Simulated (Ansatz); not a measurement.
# NaF: a single-point run

Wanted: a converged single-point run for NaF, and a check of what comes out. The structure is shown as the input types it. The cell is built on a prototype (CsCl type) and needn't be the phase found in nature.

Computed with Ansatz 0.2.0 (density functional or hybrid calculation with the settings of its input, plane waves, unless a step's input says otherwise).

7 further runs of the same task are left out: 1 for a known fault of the program, 6 that didn't finish.

## Step 1: The system as given

Symmetry: Pm-3m, No. 221, cubic system. The conventional cell has a = 2.793 Å, b = 2.793 Å, c = 2.793 Å, α = 90.00°, β = 90.00°, γ = 90.00°. Na (site symmetry m-3m) has 8 F at 2.42 Å as nearest neighbours. Around F (site symmetry m-3m) lie 8 Na at 2.42 Å.

As a file:

```
Na F
1.0
     2.79349    0.00000    0.00000
     0.00000    2.79349    0.00000
     0.00000    0.00000    2.79349
Na F
1 1
Direct
  0.00000 0.00000 0.00000
  0.50000 0.50000 0.50000
```

## Step 2: Running it

The input, input.yaml:

```yaml
crystal:
  lattice:
    - [2.7934852186, 0.0, 0.0]
    - [0.0, 2.7934852186, 0.0]
    - [0.0, 0.0, 2.7934852186]
  atoms:
    - { symbol: Na, position: [0.0, 0.0, 0.0] }
    - { symbol: F, position: [0.5, 0.5, 0.5] }
kpoints:
  mp_grid: { grid: [6, 6, 6] }
hamiltonian:
  xc: pbe
scf:
  occupations: { method: cold, width: 4 }
  n_extra_bands: 4
output:
  forces: true
  stress: true
  eigenvalues: true
```

The run is started by

```
> ansatz run input.yaml --threads 4 --pin off --max-ram 3686MiB --backend cpu --events-out ev --progress --plain --runs-dir out
```

What happens when this is run?

This run ends as converged, with warnings (rising crossing taken). Its log warns: «the Fermi level jumped to and fro: from 10.266998 eV (stationary_minimum) to 6.020168 eV (rising_crossing) at iteration 6 ...»

Look at the input: scf.occupations.width is 4. A smearing of this width stands for electrons at many thousands of kelvin; it empties bonding states and fills antibonding ones.

To check: set scf.occupations.width to 0.001.
